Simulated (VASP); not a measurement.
The system is Sn.

```
Sn
1.0
    -1.72654    1.77555    2.33834
     1.72654   -1.77555    2.33834
     1.72654    1.77555   -2.33834
Sn
1
Direct
  0.00000 0.00000 0.00000
```

This isn't the form of Sn at room conditions, which is tetragonal (white tin).

* Program: VASP 6.6.1
* Task: single point
* Functional: PBE
* Potentials or basis: VASP PAW PBE potentials, release 64 (Sn)
* Cutoff: 900 eV
* k mesh: 19 × 19 × 19
* Occupations: methfessel-paxton, width 0.1 eV
* Spin: no spin polarisation

On this cell: pressure -1.2 GPa; band gap on the k mesh none (metal or under the smearing width).

The same run follows on a disturbed copy (grid = ENCUT=900 k=19x19x19 ISMEAR=1 SIGMA=0.1 PREC=Accurate EDIFF=1e-08 LREAL=False ADDGRID=False LASPH=True; cell strained at random at fixed volume):

```
Sn
1.0
    -1.68108    1.72140    2.33733
     1.72717   -1.76230    2.40242
     1.71459    1.79489   -2.36839
Sn
1
Direct
  0.02454 0.98163 0.00243
```

Question: What does the disturbed cell give?

Answer: The energy (extrapolated to zero smearing) moves by +0.1 meV/atom; pressure -1.2 GPa; band gap on the k mesh none (metal or under the smearing width).

Stress tensor (GPa, compression positive):
```
-1.05 -0.04 -0.30
-0.04 -1.50  0.19
-0.30  0.19 -1.01
```
